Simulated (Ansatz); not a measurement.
# Germanium, A15 under LDA: structure and ground-state energy

What does LDA give for germanium in the A15 structure? We relax it, then solve it on a dense k-mesh. Spin polarisation is left out. The k-meshes are 5×5×5 for the relaxation; 7×7×7 for the dense run.

Method: DFT LDA (PW92), plane waves (420 eV) with PAW, scalar-relativistic; the PAW data stem from PBE, with regenerated cores, in Ansatz 0.2.0.

## Step 1: The starting structure

It takes space group Pm-3n (No. 223, cubic). Conventional cell: a = 5.359 Å, b = 5.359 Å, c = 5.359 Å, α = 90.00°, β = 90.00°, γ = 90.00°. Around Ge (site symmetry m-3) lie 12 Ge at 3.00 Å. Ge (site symmetry -4m2) is surrounded by 6 Ge at 2.68 to 3.00 Å.

As a file:

```
CELL_PARAMETERS angstrom
5.35904 0.00000 0.00000
0.00000 5.35904 0.00000
0.00000 0.00000 5.35904
ATOMIC_POSITIONS crystal
Ge 0.00000 0.00000 0.00000
Ge 0.50000 0.50000 0.50000
Ge 0.25000 0.00000 0.50000
Ge 0.75000 0.00000 0.50000
Ge 0.50000 0.25000 0.00000
Ge 0.50000 0.75000 0.00000
Ge 0.00000 0.50000 0.25000
Ge 0.00000 0.50000 0.75000
```

## Step 2: Relaxing cell and atoms

input.yaml reads:

```yaml
crystal:
  lattice:
    - [5.3590374343, 0.0, 0.0]
    - [0.0, 5.3590374343, 0.0]
    - [0.0, 0.0, 5.3590374343]
  atoms:
    - { symbol: Ge, position: [0.0, 0.0, 0.0] }
    - { symbol: Ge, position: [0.5, 0.5, 0.5] }
    - { symbol: Ge, position: [0.25, 0.0, 0.5] }
    - { symbol: Ge, position: [0.75, 0.0, 0.5] }
    - { symbol: Ge, position: [0.5, 0.25, 0.0] }
    - { symbol: Ge, position: [0.5, 0.75, 0.0] }
    - { symbol: Ge, position: [0.0, 0.5, 0.25] }
    - { symbol: Ge, position: [0.0, 0.5, 0.75] }
hamiltonian:
  xc: lda
  pseudopotentials:
    kind: paw
    azcp:
      Ge: "pseudopotentials/Ge.paw.azcp"
basis:
  ecutwfc: 420
  fft_grid_basis: typed
kpoints:
  mp_grid: { grid: [5, 5, 5], shift: [0, 0, 0] }
magnetization:
  spin_polarized: false
scf:
  occupations: { method: fermi_dirac, width: 0.1 }
relax:
  max_steps: 60
  f_tol: 0.01
  cell: {}
```

Further steps of the session: Single point on a dense mesh.

Q: Predict the outcome of this session. Wanted: space group; conventional cell; volume; shortest distance; gap on the mesh; relative to diamond.

**Answer**, as computed:

| quantity | value |
| --- | --- |
| space group (spins left aside) | Pm-3n (No. 223) |
| conventional cell | a = 5.289 Å |
| volume | 18.494 Å³/atom |
| shortest distance | 2.644 Å |
| gap on the mesh | none (levels filled in part) |
| relative to diamond | +364 meV/atom |

**Reading.** The relaxation shrank the cell by 3.9 % in volume. Against the reference form of germanium (diamond, computed apart with the same settings) it stands 364 meV/atom higher, so it is far from stable. No gap shows: it is a metal or semimetal at this level. The symmetry was held, so the structure may be unstable against distortions that break it.
